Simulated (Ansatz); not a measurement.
Level of theory: DFT PBE, scalar-relativistic, plane waves, PAW (Ansatz 0.2.0).

Structure of K:

```yaml
crystal:
  lattice:
    - [4.33234, -4.32509, 0.00000]
    - [4.33234, 4.32509, 0.00000]
    - [0.00000, 0.00000, 11.28148]
  atoms:
    - { symbol: K, position: [0.50000, 0.00000, 0.30879] }
    - { symbol: K, position: [0.00000, 0.50000, 0.69121] }
    - { symbol: K, position: [0.00000, 0.50000, 0.30879] }
    - { symbol: K, position: [0.50000, 0.00000, 0.69121] }
    - { symbol: K, position: [0.00000, 0.00000, 0.00000] }
```

Cutoff 420 eV; k points 6×6×4 on the computed 5-atom cell (Γ-centred); Gaussian smearing, width 0.10 eV; no spin polarisation.

Levels along Γ–Y–C0 | Σ0–Γ–Z–A0 | E0–T–Y | Γ–S–R–Z–T, in eV from the Fermi level, sorted by energy at each point. Points in fractions of the primitive reciprocal vectors: Γ (0.000 0.000 0.000), Y (0.500 0.500 0.000), C0 (0.501 0.499 0.000), Σ0 (0.499 -0.499 0.000), Z (0.000 0.000 0.500), A0 (0.499 -0.499 0.500), E0 (0.501 0.499 0.500), T (0.500 0.500 0.500), S (0.500 0.000 0.000), R (0.500 0.000 0.500).
```csv
point,"k (1/Å, with 2π)",band 21,band 22,band 23,band 24,band 25
Γ,0.000,-2.03,-0.92,-0.53,1.13,1.78
-,0.104,-1.98,-0.87,-0.50,1.02,1.51
-,0.207,-1.84,-0.74,-0.39,0.81,1.11
-,0.311,-1.62,-0.51,-0.21,0.60,0.75
-,0.414,-1.31,-0.21,0.02,0.42,0.44
-,0.518,-0.92,0.15,0.19,0.21,0.42
-,0.622,-0.47,0.07,0.14,0.56,0.64
Y,0.725,-0.03,0.01,0.02,0.27,0.89
-,0.725,-0.03,0.01,0.02,0.27,0.89
-,0.726,-0.03,0.01,0.02,0.27,0.89
-,0.726,-0.03,0.01,0.02,0.27,0.89
-,0.726,-0.03,0.01,0.02,0.27,0.89
-,0.726,-0.03,0.01,0.02,0.27,0.89
-,0.726,-0.03,0.01,0.02,0.27,0.89
C0,0.726,-0.03,0.01,0.02,0.27,0.89
Σ0,0.726,-0.03,0.01,0.02,0.27,0.89
-,0.830,-0.47,0.06,0.14,0.56,0.66
-,0.933,-0.92,0.15,0.19,0.21,0.42
-,1.037,-1.31,-0.21,0.02,0.42,0.44
-,1.141,-1.62,-0.51,-0.21,0.59,0.74
-,1.244,-1.84,-0.74,-0.39,0.81,1.11
-,1.348,-1.98,-0.87,-0.50,1.02,1.51
Γ,1.452,-2.03,-0.92,-0.53,1.13,1.78
-,1.491,-2.02,-0.98,-0.46,1.13,1.77
-,1.531,-2.00,-1.10,-0.31,1.14,1.75
-,1.571,-1.97,-1.23,-0.14,1.15,1.60
-,1.611,-1.93,-1.35,0.06,1.15,1.42
-,1.650,-1.87,-1.47,0.26,1.07,1.31
-,1.690,-1.81,-1.56,0.46,0.89,1.29
Z,1.730,-1.78,-1.61,0.64,0.72,1.30
-,1.834,-1.74,-1.56,0.69,0.74,1.19
-,1.937,-1.60,-1.43,0.79,0.82,1.01
-,2.041,-1.37,-1.21,0.71,0.92,0.99
-,2.144,-1.07,-0.92,0.56,0.66,0.71
-,2.248,-0.69,-0.55,0.41,0.43,0.55
-,2.352,-0.24,-0.14,0.26,0.35,0.46
A0,2.455,0.15,0.21,0.21,0.29,0.38
E0,2.455,0.15,0.21,0.21,0.29,0.38
-,2.455,0.15,0.21,0.21,0.29,0.38
-,2.455,0.15,0.21,0.21,0.29,0.38
-,2.456,0.15,0.21,0.21,0.28,0.38
-,2.456,0.15,0.21,0.21,0.28,0.38
-,2.456,0.15,0.21,0.21,0.28,0.38
-,2.456,0.15,0.21,0.21,0.28,0.38
T,2.456,0.15,0.21,0.21,0.28,0.38
-,2.496,0.12,0.19,0.20,0.32,0.37
-,2.536,0.08,0.15,0.15,0.34,0.39
-,2.576,0.04,0.10,0.11,0.32,0.47
-,2.615,0.01,0.07,0.07,0.30,0.56
-,2.655,-0.01,0.04,0.05,0.28,0.67
-,2.695,-0.03,0.02,0.03,0.27,0.78
Y,2.735,-0.03,0.01,0.02,0.27,0.89
Γ,2.735,-2.03,-0.92,-0.53,1.13,1.78
-,2.808,-2.01,-0.90,-0.52,1.06,1.66
-,2.881,-1.94,-0.83,-0.46,0.82,1.56
-,2.955,-1.82,-0.71,-0.37,0.48,1.35
-,3.028,-1.66,-0.56,-0.26,0.13,1.06
-,3.101,-1.46,-0.36,-0.29,-0.04,0.75
-,3.175,-1.23,-0.60,-0.13,0.13,0.45
S,3.248,-1.03,-0.83,0.07,0.22,0.28
-,3.288,-1.03,-0.82,-0.01,0.16,0.37
-,3.328,-1.01,-0.81,-0.15,0.04,0.52
-,3.367,-0.98,-0.79,-0.28,-0.07,0.69
-,3.407,-0.93,-0.75,-0.41,-0.17,0.87
-,3.447,-0.87,-0.72,-0.52,-0.26,1.04
-,3.487,-0.80,-0.69,-0.63,-0.32,1.21
R,3.526,-0.72,-0.72,-0.67,-0.35,1.30
-,3.600,-0.98,-0.86,-0.39,-0.17,1.18
-,3.673,-1.22,-1.07,-0.05,0.13,1.05
-,3.746,-1.42,-1.26,0.30,0.48,0.94
-,3.820,-1.57,-1.41,0.64,0.83,0.85
-,3.893,-1.69,-1.52,0.73,0.75,1.02
-,3.966,-1.76,-1.58,0.66,0.73,1.23
Z,4.040,-1.78,-1.61,0.64,0.72,1.30
-,4.143,-1.74,-1.56,0.69,0.74,1.19
-,4.247,-1.60,-1.43,0.79,0.82,1.01
-,4.351,-1.37,-1.21,0.71,0.92,0.99
-,4.454,-1.07,-0.92,0.56,0.66,0.71
-,4.558,-0.69,-0.55,0.42,0.44,0.55
-,4.661,-0.24,-0.14,0.27,0.36,0.46
T,4.765,0.15,0.21,0.21,0.28,0.38
```

This form isn't the element's structure at ambient conditions.

Cost: 1 run of about 3.1 core-minutes, on Arm Neoverse V1 (shared hosts).